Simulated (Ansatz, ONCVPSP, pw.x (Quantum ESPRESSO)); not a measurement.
From atom to crystal: ONCV potential for arsenic (As)

ONCVPSP 4.0.1.1 (patched build) input, shortened (lines: element, Z, core and valence counts, functional; n l f; lmax; l rc ep ncon nbas qcut; lloc lpopt rc5 dvloc0; l nproj debl; icmod fcfact rcfact), PBE, scalar-relativistic:

```
  As 33.00    6    2        4      upf
    1    0    2.00
    2    0    2.00
    2    1    6.00
    3    0    2.00
    3    1    6.00
    3    2   10.00
    4    0    2.00
    4    1    3.00
    2
    0    1.60    0.00    3    7    3.30
    1    2.10    0.00    3    7    3.20
    2    2.10    0.28    3    7    4.80
    4    3    1.50    0.00
    0    2    0.40
    1    2    1.40
    2    2    2.40
    2    0.15    1.00
```

In the s channel the program set the typed energies aside and used -0.533, 0.250 Ha.

Atomic tests: cutoffs needed: 43 Ha and 71 Ha (the cutoffs (Ha) at which the residual kinetic energy of the hardest occupied pseudo-wave falls to 1 and 0.1 mHa per electron); ghost test: no bound ghost flagged; GHOST(+) flagged for s at 140.0 eV; largest excitation error: -419 meV (all-electron minus pseudo) for 4s1 4p0, out of 4 test configurations.

Crystal test: bcc As in pw.x 7.5, no spin, 14³ k-points, Fermi–Dirac smearing 0.01 Ry, cutoffs 165/660 Ry. The reference is all-electron LAPW (Ansatz 0.2.0) with the same functional, mesh and smearing; V0 and B0 come from Birch–Murnaghan fits to the pressures at five volumes. Errors are pseudo minus all-electron; Δ is the rms difference of the E(V) curves that follow from these fits, minima aligned, over ±6 % about the mean V0. Mesh and smearing are coarse, so the numbers serve the comparison and aren't converged zero-temperature values; the lattice is a test structure that the element need not adopt.

All-electron: a0 = 3.365 Å (V0 = 19.05 Å³/atom), B0 = 81.7 GPa.

Task: How far does the potential miss the all-electron equation of state?

Result: mean pressure error (GPa): -0.22; a0 (Å): 3.362; a0 error (%): -0.09; B0 error (%): +0.3; Δ (meV/atom): 0.9.

```csv
V (Å³/atom),P all-electron (GPa),P pseudo (GPa)
18.145,4.42,4.16
18.622,1.94,1.71
19.100,-0.22,-0.44
19.578,-2.11,-2.31
20.055,-3.75,-3.95
```

Task: At the middle volume, how do free energy and pressure move when the wave cutoff is lowered (ecutrho kept at four times it)?

Result:

```json
{"cutoff (Ry)": "74", "shift of F (meV/atom)": "+68.0", "shift of P (GPa)": "-0.12"}
{"cutoff (Ry)": "99", "shift of F (meV/atom)": "+23.2", "shift of P (GPa)": "-1.06"}
{"cutoff (Ry)": "132", "shift of F (meV/atom)": "+5.1", "shift of P (GPa)": "-0.04"}
```

Input at the middle volume:

```
&control
  calculation='scf', prefix='x', pseudo_dir='./', outdir='./tmp', tstress=.true., disk_io='low'
/
&system
  ibrav=0, nat=1, ntyp=1, ecutwfc=165, ecutrho=660, nbnd=9,
  occupations='smearing', smearing='fd', degauss=0.01
/
&electrons
  conv_thr=1e-09, mixing_beta=0.4, electron_maxstep=70
/
ATOMIC_SPECIES
As 1.0 As.UPF
CELL_PARAMETERS angstrom
  -1.68393165 1.68393165 1.68393165
  1.68393165 -1.68393165 1.68393165
  1.68393165 1.68393165 -1.68393165
ATOMIC_POSITIONS crystal
As 0.0000 0.0000 0.0000
K_POINTS automatic
14 14 14 0 0 0
```

```bash
pw.x < As.scf.in > As.scf.out
```

Lines of the output:

```
Message from routine setup:
     using ibrav=0 with symmetry is DISCOURAGED, use correct ibrav instead
     lattice parameter (alat)  =       5.5117  a.u.
     unit-cell volume          =     128.8932 (a.u.)^3
     number of electrons       =         5.00
     number of Kohn-Sham states=            9
     kinetic-energy cutoff     =     165.0000  Ry
     charge density cutoff     =     660.0000  Ry
     scf convergence threshold =      1.0E-09
     Exchange-correlation= PBE
     number of k points=   104  Fermi-Dirac smearing, width (Ry)=  0.0100
     iteration #  1     ecut=   165.00 Ry     beta= 0.40
     total energy              =     -14.27961639 Ry
     estimated scf accuracy    <       0.00163249 Ry
     iteration #  2     ecut=   165.00 Ry     beta= 0.40
     total energy              =     -14.27955570 Ry
     estimated scf accuracy    <       0.00046247 Ry
     iteration #  3     ecut=   165.00 Ry     beta= 0.40
     total energy              =     -14.27959827 Ry
     estimated scf accuracy    <       0.00000680 Ry
     iteration #  4     ecut=   165.00 Ry     beta= 0.40
     total energy              =     -14.27959923 Ry
     estimated scf accuracy    <       0.00000010 Ry
     iteration #  5     ecut=   165.00 Ry     beta= 0.40
     total energy              =     -14.27959926 Ry
     estimated scf accuracy    <       0.00000002 Ry
     iteration #  6     ecut=   165.00 Ry     beta= 0.40
     the Fermi energy is     8.8171 ev
!    total energy              =     -14.27959926 Ry
     estimated scf accuracy    <          9.1E-11 Ry
     smearing contrib. (-TS)   =      -0.00229874 Ry
     The total energy is F=E-TS. E is the sum of the following terms:
     one-electron contribution =       4.84029100 Ry
     hartree contribution      =       0.27192051 Ry
     xc contribution           =      -5.09410248 Ry
     ewald contribution        =     -14.29540955 Ry
     convergence has been achieved in   6 iterations
          total   stress  (Ry/bohr**3)                   (kbar)     P=       -4.39
```

The run at the middle volume (104 k-points, 6 iterations) took about 1.9 min on one core of a shared host (Neoverse-N1, 64 threads, 124 GiB, load 61).
